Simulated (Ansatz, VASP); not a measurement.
## One calculation of Mo, two programs

```
Mo
1.0
    -1.58381    1.58381    1.58381
     1.58381   -1.58381    1.58381
     1.58381    1.58381   -1.58381
Mo
1
Direct
  0.00000 0.00000 0.00000
```

Alike in both runs: task single point; functional PBE; k mesh 12 × 12 × 12; occupations gaussian, width 0.011 eV; no spin polarisation.

|  | VASP | Ansatz |
| --- | --- | --- |
| version | VASP 6.6.1 | Ansatz 0.2.0 |
| potentials or method | VASP PAW PBE potentials, release 64 (Mo_sv), cutoff 520 eV | all-electron LAPW, scalar-relativistic |

Ansatz gave:

```
gap on the k mesh at the Fermi level (eV) : none
pressure (GPa)                            : -1.9
```

What did VASP give for the same quantities?

gap on the k mesh at the Fermi level (eV): none; pressure (GPa): -1.4.

A gap of «none» marks a metal or a gap that the smearing closes. Ansatz ran all-electron here, so the differences hold the error of VASP's frozen core and of both bases.
